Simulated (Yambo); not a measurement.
Input of a Yambo 5.3.0 run:

bse5.in

```
optics
bse
bss
rim_cut
RandQpts= 1000000
RandGvec= 50 RL
BSKmod= "HARTREE"
BSEmod= "retarded"
BSSmod= "d"
% BSEQptR
 1 | 1 |
%
% BSEBands
 3 | 6 |
%
BSENGexx= 10 Ry
% BEnRange
 0 | 20 | eV
%
% BDmRange
 0.1 | 0.1 | eV
%
BEnSteps= 300
% BLongDir
 1 | 1 | 1 |
%
BSEprop= "abs"
WRbsWF
% KfnQP_E
 0.98 | 1.0 | 1.0 |
%
```

Contents of scf.in:

```
&CONTROL
  calculation = 'scf'
  prefix = 'pwscf'
  outdir = './tmp'
  pseudo_dir = './pseudo'
/
&SYSTEM
  ibrav = 0
  nat = 2
  ntyp = 2
  ecutwfc = 70
  nbnd = 9
  occupations = 'smearing'
  smearing = 'fd'
  degauss = 0.00367493
  force_symmorphic = .true.
/
&ELECTRONS
  conv_thr = 4d-10
  electron_maxstep = 120
  mixing_beta = 0.5
/
ATOMIC_SPECIES
Si    28.0850 14_Si_4_1.9_1.9_pbe_n_v1.0.upf
C     12.0110 06_C_4_1.2_1.2_pbe_n_v1.0.upf
CELL_PARAMETERS angstrom
   0.0000000000    2.1790000000    2.1790000000
   2.1790000000    0.0000000000    2.1790000000
   2.1790000000    2.1790000000    0.0000000000
ATOMIC_POSITIONS angstrom
Si     0.0000000000    0.0000000000    0.0000000000
C      3.2685000000    3.2685000000    3.2685000000
K_POINTS automatic
10 10 10 0 0 0
```

Contents of nscf.in:

```
&CONTROL
  calculation = 'nscf'
  prefix = 'pwscf'
  outdir = './tmp'
  pseudo_dir = './pseudo'
/
&SYSTEM
  ibrav = 0
  nat = 2
  ntyp = 2
  ecutwfc = 70
  nbnd = 44
  occupations = 'fixed'
  force_symmorphic = .true.
/
&ELECTRONS
  conv_thr = 1d-08
  diago_full_acc = .true.
  diago_thr_init = 1d-06
/
ATOMIC_SPECIES
Si    28.0850 14_Si_4_1.9_1.9_pbe_n_v1.0.upf
C     12.0110 06_C_4_1.2_1.2_pbe_n_v1.0.upf
CELL_PARAMETERS angstrom
   0.0000000000    2.1790000000    2.1790000000
   2.1790000000    0.0000000000    2.1790000000
   2.1790000000    2.1790000000    0.0000000000
ATOMIC_POSITIONS angstrom
Si     0.0000000000    0.0000000000    0.0000000000
C      3.2685000000    3.2685000000    3.2685000000
K_POINTS automatic
8 8 8 0 0 0
```

Potentials or basis: SPMS 1.0 PBE.

Run with:

```sh
$ OMP_NUM_THREADS=1 pw.x -in scf.in > scf.out
$ OMP_NUM_THREADS=1 pw.x -in nscf.in > nscf.out
$ cd tmp/pwscf.save; p2y; mv SAVE ../..; cd ../..
$ OMP_NUM_THREADS=1 yambo
$ mkdir -p bse5; ln -s $PWD/g0w00/ndb.RIM bse5/
$ OMP_NUM_THREADS=1 yambo -F bse5.in -J bse5 -C bse5_out
$ OMP_NUM_THREADS=1 ypp -J bse5 -C bse5_out -e s -b 1
```

Question: Estimate the lowest exciton energy.

Answer: 5.53 eV.

Question: Predict the lowest bright exciton energy.

Answer: 5.54 eV.

Question: What does it give for the band gap on the k mesh, mean-field level?

Answer: 1.36 eV, indirect (least direct gap 4.55 eV).

Excitons:
```tsv
energy (eV)	strength (relative to the strongest)
5.533	1.5e-08
5.533	1.9e-08
5.533	7.4e-09
5.536	0.04
5.536	0.089
5.536	0.14
5.933	1.8e-16
5.933	7.7e-16
5.933	2.7e-15
5.933	0.018
5.933	0.029
5.933	0.032
```

Caveat: the scissor is the correction of the direct gap in an earlier G0W0 run on the same states; spectra need much finer meshes, so this one isn't converged.

**Experimental background.**

“Insight into the structural, elastic and electronic properties of a new orthorhombic 6O-SiC polytype”, 2020, pmc:7200658 quotes, for a bulk crystal of SiC: band gap 2.4 eV (indirect).

Measured gap of SiC: 2.4 eV (indirect; quoted in “Insight into the structural, elastic and electronic properties of a new orthorhombic 6O-SiC polytype”, 2020, pmc:7200658). This calculation gives 1.36 eV (-1.04 eV). The value is that of PBE on a finite k mesh, which can miss the band edges, without temperature or zero-point motion. Semilocal functionals fall short of measured gaps as a rule.
